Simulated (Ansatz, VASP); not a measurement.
## One calculation of Se, two programs

File INCAR:

```
PREC = Accurate
ENCUT = 520
EDIFF = 1E-6
ISMEAR = 0
SIGMA = 0.05
LREAL = False
LASPH = True
NELM = 100
ALGO = Normal
ISIF = 2
LWAVE = False
LCHARG = True
GGA = PE
IVDW = 12
LELF = True
LVHAR = True
NBANDS = 16
```

File KPOINTS:

```
Automatic mesh
0
Gamma
  12 12 8
```

POSCAR

```
Se
1.0
    4.0483609670      0.0000000000      0.0000000000
   -2.0241804835      3.5059834411      0.0000000000
    0.0000000000      0.0000000000      4.9017554588
Se
3
Direct
    0.2473450684      0.0000000000      0.3333333333
    0.0000000000      0.2473450684      0.6666666667
    0.7526549316      0.7526549316      0.0000000000
```

Input for Ansatz:

```yaml
crystal:
  lattice:
    - [4.048360967, 0.0, 0.0]
    - [-2.0241804835, 3.5059834411, 0.0]
    - [0.0, 0.0, 4.9017554588]
  atoms:
    - { symbol: Se, position: [0.2473450684, 0.0, 0.3333333333] }
    - { symbol: Se, position: [0.0, 0.2473450684, 0.6666666667] }
    - { symbol: Se, position: [0.7526549316, 0.7526549316, 0.0] }
basis:
  ecutwfc: 420
kpoints:
  mp_grid: { grid: [12, 12, 8] }
hamiltonian:
  xc: pbe
  dispersion: d3bj
scf:
  occupations: { method: gaussian, width: 0.05 }
output:
  forces: true
  stress: true
  eigenvalues: true
```

Alike in both runs: task single point; functional PBE; dispersion D3(BJ); k mesh 12 × 12 × 8; occupations gaussian, width 0.05 eV; no spin polarisation.

|  | VASP | Ansatz |
| --- | --- | --- |
| version | VASP 6.6.1 | Ansatz 0.2.0 |
| potentials or method | VASP PAW PBE potentials, release 64 (Se) | scalar-relativistic, plane waves, PAW |
| plane-wave cutoff (eV) | 520 | 420 |
| valence electrons in the cell | 18 | 48 |

VASP gave:

* gap on the k mesh at the Fermi level (eV): 0.69
* least direct gap on the mesh (eV): 0.89
* pressure (GPa): 5.2
* largest component of the traceless stress (GPa): 2.50
* rms of the force components (eV/Å): 0.298

Problem. Which values does Ansatz return?

Solution. gap on the k mesh at the Fermi level (eV): 0.69; least direct gap on the mesh (eV): 0.90; pressure (GPa): 5.0; largest component of the traceless stress (GPa): 2.44; rms of the force components (eV/Å): 0.280.

Atom by atom the forces differ by 0.018 eV/Å (rms over components). The two sets of potentials don't hold the same shells in valence.

A k mesh can miss the band edges.
